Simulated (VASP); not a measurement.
Wanted: the native input for a VASP 6.6.1 run.

| Property | Result |
| --- | --- |
| Task | relaxation of cell and atoms |
| Functional | LDA |
| Potentials or basis | VASP PAW LDA potentials, release 64 (K_sv, I) |
| Cutoff | 600 eV |
| k mesh | 8 × 8 × 8 |
| Occupations | gaussian, width 0.03 eV |
| Spin | no spin polarisation |
| Further INCAR settings | ALGO = Normal; EDIFF = 1e-07; IBRION = 2; EDIFFG = -0.005; NSW = 90; ISIF = 3 |

The structure of KI lies in POSCAR:

```
KI                                      
1.0
    0.0000000000      3.4135287544      3.4135287544
    3.4135287544     -0.0000000000      3.4135287544
    3.4135287544      3.4135287544      0.0000000000
  K               I             
     1     1
Direct
     1.0000000000000000    0.0000000000000000    0.0000000000000000
     0.5000000000000000    0.5000000000000000    0.5000000000000000
```

One way to write it, as run:

INCAR

```
SYSTEM = KI
  PREC = Accurate
  ENCUT = 600
  EDIFF = 1E-7
  ISMEAR = 0
  SIGMA = 0.03
  LREAL = .False.
  LASPH = .True.
  NELM = 80
  ALGO = Normal
  ISIF = 3
  LWAVE = .False.
  LCHARG = .False.
  IBRION = 2
  NSW = 90
  EDIFFG = -0.005
```

KPOINTS

```
regular mesh
0
Gamma
  8 8 8
  0 0 0
```

Potentials or basis: VASP PAW LDA potentials, release 64 (K_sv, I).

The run is started by

```sh
$ cat potpaw_LDA.64/K_sv/POTCAR potpaw_LDA.64/I/POTCAR > POTCAR
$ mpirun -np 1 vasp_std > vasp.out
```

It gave:

```json
{"Pressure after relaxing": "0.0 GPa", "Band gap on the k mesh": "3.87 eV, direct"}
```

Caveat: the relaxation stopped at its first step, so nothing moved; spin-orbit coupling is left out, which moves the levels of the heavy elements.

Wall time 22 s on 1 thread of Intel(R) Xeon(R) 6975P-C (Granite Rapids), with other jobs on the host, peak memory 0.21 GiB.
